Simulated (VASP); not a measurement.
Crystal: BN.

```
N B
1.0
     1.25112    0.72234    3.37293
    -1.25112    0.72234    3.37293
     0.00000   -1.44467    3.37293
N B
1 1
Direct
  0.66724 0.66724 0.66724
  0.00033 0.00033 0.00033
```

The cell is a database's computed one.

```yaml
Program: VASP 6.6.1
Task: relaxation of cell and atoms
Functional: revTPSS
Potentials_or_basis: VASP PAW PBE potentials, release 64 (N, B)
Cutoff: 600 eV
k_mesh: 12 × 12 × 12
Occupations: gaussian, width 0.05 eV
Spin: no spin polarisation
```

At the start: pressure 2.9 GPa; volume 9.14 Å³/atom.

Where does the relaxation end?

Over 14 steps the energy falls by 3.1 meV/atom and the volume is 10.16 Å³/atom (+11.1 %); space group R3m (No. 160, to 0.05 Å).

Step by step:
| step | energy change (eV) | largest force (eV/Å) | pressure (GPa) | volume (Å³) |
| --- | --- | --- | --- | --- |
| 1 | 0.0000 | 0.0081 | 2.91 | 18.29 |
| 2 | 0.0042 | 0.0027 | -4.55 | 18.73 |
| 3 | -0.0017 | 0.0044 | 0.21 | 18.44 |
| 4 | -0.0019 | 0.0001 | 0.18 | 18.48 |
| 5 | -0.0025 | 0.0127 | 0.17 | 18.60 |
| 6 | -0.0034 | 0.0395 | 0.12 | 18.83 |
| 7 | -0.0045 | 0.0966 | 0.06 | 19.30 |
| 8 | -0.0043 | 0.2231 | -0.06 | 20.23 |
| 9 | -0.0048 | 0.1564 | 0.03 | 19.73 |
| 10 | -0.0049 | 0.1481 | 0.00 | 19.76 |
| 11 | -0.0053 | 0.1231 | 0.00 | 19.85 |
| 12 | -0.0059 | 0.0728 | 0.08 | 20.02 |
| 13 | -0.0062 | 0.0303 | 0.17 | 20.36 |
| 14 | -0.0062 | 0.0153 | 0.17 | 20.31 |

Final structure:
```
N B
1.0
     1.25544    0.72483    3.72040
    -1.25544    0.72483    3.72040
     0.00000   -1.44966    3.72040
N B
1 1
Direct
  0.66719 0.66719 0.66719
  0.00038 0.00038 0.00038
```

Caveat: the PAW data sets were made with another functional, which shifts forces and pressure a little.
